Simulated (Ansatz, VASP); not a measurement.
# Mo: VASP beside Ansatz

The input INCAR:

```
ALGO = Fast
EDIFF = 1E-6
ENCUT = 520
GGA = PS
ISIF = 2
ISMEAR = 0
LASPH = True
LCHARG = False
LREAL = False
LWAVE = False
NBANDS = 13
NELM = 100
PREC = Accurate
SIGMA = 0.05
```

KPOINTS

```
k-points
0
Gamma
  16 16 16
```

Contents of POSCAR:

```
Mo
1.0
   -1.5644561042      1.5644561042      1.5644561042
    1.5644561042     -1.5644561042      1.5644561042
    1.5644561042      1.5644561042     -1.5644561042
Mo
1
Direct
    0.0000000000      0.0000000000      0.0000000000
```

Input for Ansatz:

```yaml
crystal:
  lattice:
    - [-1.5644561042, 1.5644561042, 1.5644561042]
    - [1.5644561042, -1.5644561042, 1.5644561042]
    - [1.5644561042, 1.5644561042, -1.5644561042]
  atoms:
    - { symbol: Mo, position: [0.0, 0.0, 0.0] }
basis:
  ecutwfc: 420
  ecutrho_ratio: 4
kpoints:
  mp_grid: { grid: [16, 16, 16] }
hamiltonian:
  xc: pbesol
scf:
  occupations: { method: gaussian, width: 0.05 }
output:
  forces: true
  stress: true
  eigenvalues: true
```

Alike in both runs: task single point; functional PBEsol; k mesh 16 × 16 × 16; occupations gaussian, width 0.05 eV; no spin polarisation.

```csv
,VASP,Ansatz
version,VASP 6.6.1,Ansatz 0.2.0
potentials or method,"VASP PAW PBE potentials, release 64 (Mo_sv)","scalar-relativistic, plane waves, PAW"
plane-wave cutoff (eV),520,420
valence electrons in the cell,14,14
```

```tsv
	VASP	Ansatz	Ansatz less VASP
gap on the k mesh at the Fermi level (eV)	none	none	-
pressure (GPa)	0.6	0.0	-0.56
```

A gap of «none» marks a metal or a gap that the smearing closes. With one functional, cell and mesh, what is left measures potentials, basis and numerics.

Caveats: the PAW data sets were made with another functional, which shifts forces and pressure a little (VASP).
